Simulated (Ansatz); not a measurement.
The system is Ta2N.

```
Ta N
1.0
     3.11286    0.00000    0.00000
    -1.55643    2.69582    0.00000
     0.00000    0.00000    4.86984
Ta N
2 1
Cartesian
  0.0000 1.7972 1.2404
  1.5564 0.8986 3.6294
  0.0000 0.0000 0.0000
```

The cell comes from a database or a generator and needn't be the stable form of this composition.

Below is the output of Ansatz 0.2.0 for this cell. Logs are shortened: lines on timing, memory, paths and dates and some standing lists are left out, and cuts for length are marked.

```text
Warning: RAYON_NUM_THREADS=2 ignored (pool sized by the plan → 2); use --threads N
Engine: ansatz 0.2.0, x86_64-unknown-linux-gnu
Pseudopotentials: kind: paw
Pseudopotential: Ta, paw, valence charge 13, recommended cutoff 420 eV (normal), Ta.paw.azcp
Pseudopotential: N, paw, valence charge 5, recommended cutoff 420 eV (normal), N.paw.azcp
Functional definition: SPW92
  exchange = slater_x
  correlation = pw_c
Crystal: 3 atoms, lattice volume = 40.866 Å³
Basis set: ecut = 420 eV, 797 PW (Γ)
Bands: 20, of which v1, the nominal top of the filled ones, is band 16 counted from 1 (15 counted from 0)
Symmetry: 12 space group operations
Space group: P-3m1 (ITA 164), of the structure as read, at distance tolerance 3.4e-5 Å
k-points: 32 of 245
Non-local potential: Ta, projectors of the file, l = 0: 3, l = 1: 2, l = 2: 2, l = 3: 1
Non-local potential: N, projectors of the file, l = 0: 2, l = 1: 2, l = 2: 1
PAW form: soft (Blöchl's): semilocal exchange-correlation on the pseudo side does not see the compensation charge
PAW frozen core: Ta, regenerated for the run's functional, and the local potential with it (the file was generated under x = pbe(κ = 0.804, μ = 0.2195149727645171), c = pbe(β = 0.06672455060314922))
[... 413 lines left out ...]
  k-point 1: bands = ["-49.3303", "-49.2670", "-16.3004", "-15.6485", "-15.6485", "-15.5478", "-15.5478", "-15.5023", "1.9953", "10.5020", "12.8505", "12.8505", "14.8902", "17.9921", "18.4960", "18.4960", "19.9002", "19.9002", "20.2397", "21.0872"]
  k-point 2: bands = ["-49.3119", "-49.2856", "-16.0883", "-15.7346", "-15.6176", "-15.6176", "-15.5789", "-15.5789", "2.1168", "10.2121", "12.7665", "12.7665", "15.9639", "17.1044", "18.0924", "18.0924", "20.8455", "20.9902", "20.9902", "21.3088"]
  k-point 31: bands = ["-49.2620", "-49.2571", "-16.2291", "-16.1873", "-16.0314", "-15.9202", "-15.6169", "-15.5748", "2.8081", "11.3545", "11.7696", "12.7579", "16.8495", "17.0508", "17.3003", "19.1739", "19.5971", "21.0547", "22.7987", "23.4878"]
--- Elastic constants: 3 strain directions × 2 members + reference (group order 12) ---
  dense FFT box of the reference and of every strained cell: 24×24×36
  strains applied: 11, 33, 23; error gains: componentwise 1.00 (the most a stress slope's error grows in a printed constant), spectral 1.41 (1 for all six strains in a standard setting)
  reference relaxed by the batch: 5 steps; max|allowed force component| 3.95e-1 eV/Å at the deck's positions, 7.33e-6 at the last accepted step, 7.13e-6 by the solve of record
  largest displacement 3.1e-2 Å; the constants are those of the deck's cell at these positions:
  atoms:
    - { symbol: Ta, position: [0.3333333333333333, 0.6666666666666666, 0.24834972556763774] }
    - { symbol: Ta, position: [0.6666666666666666, 0.3333333333333333, 0.7516502744323623] }
    - { symbol: N, position: [-8.030852193284962e-35, 4.155012920341176e-36, 0.0] }
  C = ∂σ_k/∂η_j (tension-positive GPa; Voigt order 11 22 33 23 13 12):
       348.352    121.409    196.844    -26.847      0.000      0.000
       121.409    348.352    196.844     26.847      0.000      0.000
       193.544    193.544    345.137     -0.000      0.000      0.000
       -26.860     26.860      0.000     96.411      0.000      0.000
         0.000      0.000      0.000      0.000     96.411    -26.860
         0.000      0.000      0.000      0.000    -26.847    113.471
  reference stress σ⁰ (GPa):     11.494     11.494     15.260      0.000      0.000      0.000
  C* (energy form; C + prestress term) asymmetry max|C*_kj − C*_jk| = 4.662e-1 GPa — a small one proves nothing (zero by symmetry where the batch's group is 432, −43m or m−3m); a large one is finite-difference/SCF noise where every solve meets its electron count
  moduli (Voigt/Reuss/Hill, GPa): K = 229.49/226.57/228.03   G = 96.59/87.56/92.08   E = 243.47   ν = 0.322
  mechanically stable: yes (min eigenvalue of sym C = 76.77 GPa)
  harmonic check of the ions' relaxations: strain 11: 1 of 1 pair far from harmonic (see the warning)
  the stresses are not corrected for the forces that the relaxations left standing (`elastic.f_tol`)
  strain η (Voigt 11):  stress-route row diagonal C_11 = 348.35 GPa, energy-path curvature d²(F+E_count+ΔE)/dδ²/Ω₀ = 350.29 GPa
         δ    σ_11 (GPa)             F (eV)   n_scf  n_hpsi   n_pw
    -2.000e-3      10.8178      -19741.9056116       2   13721    807   relax 5 steps, max|allowed force component| 2.07e-6 eV/Å
     2.000e-3      12.2112      -19741.8939494       2   13709    807   relax 4 steps, max|allowed force component| 9.69e-6 eV/Å
  strain η (Voigt 33):  stress-route row diagonal C_33 = 345.14 GPa, energy-path curvature d²(F+E_count+ΔE)/dδ²/Ω₀ = 346.73 GPa
         δ    σ_33 (GPa)             F (eV)   n_scf  n_hpsi   n_pw
    -2.000e-3      14.5610      -19741.9075509       2    6037    807   relax 3 steps, max|allowed force component| 1.63e-5 eV/Å
     2.000e-3      15.9415      -19741.8920924       2    6022    811   relax 3 steps, max|allowed force component| 4.52e-6 eV/Å
  strain η (Voigt 23):  stress-route row diagonal C_44 = 96.41 GPa, energy-path curvature d²(F+E_count+ΔE)/dδ²/Ω₀ = 90.27 GPa
         δ    σ_23 (GPa)             F (eV)   n_scf  n_hpsi   n_pw
    -2.000e-3      -0.1947      -19741.8999295       2   13719    807   relax 5 steps, max|allowed force component| 2.32e-5 eV/Å
     2.000e-3       0.1909      -19741.8999356       2   13672    807   relax 4 steps, max|allowed force component| 4.62e-6 eV/Å
```

Task: What input gives this log?

Result: Elastic constants with LDA, no spin polarisation. The files as run (others can give the same):

input.yaml
```yaml
crystal:
  lattice:
    - [3.112861506, 0.0, 0.0]
    - [-1.556430753, 2.6958171426, 0.0]
    - [0.0, 0.0, 4.869841]
  atoms:
    - { symbol: Ta, position: [0.3333333333, 0.6666666667, 0.254711] }
    - { symbol: Ta, position: [0.6666666667, 0.3333333333, 0.745289] }
    - { symbol: "N", position: [0.0, 0.0, 0.0] }
hamiltonian:
  xc: lda
  pseudopotentials: { kind: paw }
kpoints:
  mp_grid: { grid: [7, 7, 5] }
scf:
  occupations: { method: fermi_dirac, width: 0.05 }
output:
  forces: true
  stress: true
elastic:
  mode: relaxed_ion
  stencil: two_point
```

Potentials or basis: Ansatz PAW.
Launch:
```bash
$ ansatz run input.yaml --threads 2 --pin off --max-ram 5632MiB --backend cpu --events-out ev --progress --plain --runs-dir out
```

Caveat: the cell is more than 3 GPa from zero pressure, which shifts response properties; elastic constants of metals need much finer meshes, so these are rough; the pressure holds a Pulay correction of +0.3 GPa for the finite cutoff; the PAW data sets come from PBE, with cores solved anew for the run's functional, which leaves a small shift of forces and pressure.
